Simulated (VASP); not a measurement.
# P: band gap, by functional

P, sheet, 4 atoms in the cell.

| Functional | Gap, path and mesh (eV) | Direct gap, path and mesh (eV) | Gap on the mesh (eV) | c of the potential (pure number) | Time (s) |
|---|---|---|---|---|---|
| mBJ (c = 1.0) | 1.09 | 1.09 | 1.09 | 1.000 | 160 |
| mBJ (c = 1.1) | 1.29 | 1.29 | 1.29 | 1.100 | 167 |
| mBJ (c = 1.2) | 1.53 | 1.53 | 1.53 | 1.200 | 184 |
| mBJ (c = 1.3) | 1.79 | 1.79 | 1.79 | 1.300 | 194 |
| mBJ (c = 1.45) | 2.24 | 2.24 | 2.24 | 1.450 | 199 |
| mBJ (c = 1.6) | 2.75 | 2.78 | 2.78 | 1.600 | 235 |

## Input of the first row

INCAR.step1:
```
PREC = Accurate
ENCUT = 520
EDIFF = 1E-5
ISMEAR = 0
SIGMA = 0.02
LREAL = F
LASPH = T
GGA_COMPAT = F
ALGO = Normal
NELM = 150
ISIF = 2
LWAVE = T
LCHARG = F
GGA = PE
NBANDS = 18
KPAR = 4
```

INCAR.step2:
```
PREC = Accurate
ENCUT = 520
EDIFF = 1E-6
ISMEAR = 0
SIGMA = 0.02
LREAL = F
LASPH = T
GGA_COMPAT = F
ALGO = Normal
NELM = 300
ISIF = 0
LWAVE = F
LCHARG = F
ISTART = 1
METAGGA = MBJ
CMBJ = 1.0
NBANDS = 18
LMIXTAU = T
KPAR = 4
```

KPOINTS:
```
k-points
0
Gamma
  5 7 1
```

KPOINTS_OPT:
```
path GXSYGZURTZ,YT,UX,SR
10
line-mode
reciprocal
 0.0000000000  0.0000000000  0.0000000000  G
 0.0000000000 -0.5000000000  0.0000000000  X

 0.0000000000 -0.5000000000  0.0000000000  X
-0.5000000000 -0.5000000000  0.0000000000  S

-0.5000000000 -0.5000000000  0.0000000000  S
-0.5000000000  0.0000000000  0.0000000000  Y

-0.5000000000  0.0000000000  0.0000000000  Y
 0.0000000000  0.0000000000  0.0000000000  G

 0.0000000000  0.0000000000  0.0000000000  G
 0.0000000000  0.0000000000 -0.5000000000  Z

 0.0000000000  0.0000000000 -0.5000000000  Z
 0.0000000000 -0.5000000000 -0.5000000000  U

 0.0000000000 -0.5000000000 -0.5000000000  U
-0.5000000000 -0.5000000000 -0.5000000000  R

-0.5000000000 -0.5000000000 -0.5000000000  R
-0.5000000000  0.0000000000 -0.5000000000  T

-0.5000000000  0.0000000000 -0.5000000000  T
 0.0000000000  0.0000000000 -0.5000000000  Z

-0.5000000000  0.0000000000  0.0000000000  Y
-0.5000000000  0.0000000000 -0.5000000000  T

 0.0000000000 -0.5000000000 -0.5000000000  U
 0.0000000000 -0.5000000000  0.0000000000  X

-0.5000000000 -0.5000000000  0.0000000000  S
-0.5000000000 -0.5000000000 -0.5000000000  R
```

POSCAR:
```
P
1.0
    4.5436355900      0.0000000000      0.0000000000
    0.0000000000     -3.2954862482      0.0000000000
    0.0000000000      0.0000000000    -18.0954456430
P
4
Direct
    0.0000000000      0.0000000000      0.4421001924
    0.1776303400      0.0000000000      0.5578998076
    0.6776303400      0.5000000000      0.4421001924
    0.5000000000      0.5000000000      0.5578998076
```

Commands (each step's output is kept before the next begins):
```
cat potpaw_PBE.64/P/POTCAR > POTCAR
cp INCAR.step1 INCAR
mpirun -np 4 vasp_std > vasp.out
cp INCAR.step2 INCAR
mpirun -np 4 vasp_std > vasp.out
```

Changes of the last row against the first:
```
(step 2)
- CMBJ = 1.0
+ CMBJ = 1.6
```

VASP 6.6.1 took 160 s on 4 cores (Intel Xeon Platinum 8375C @ 2.90GHz (Ice Lake)), a shared host.
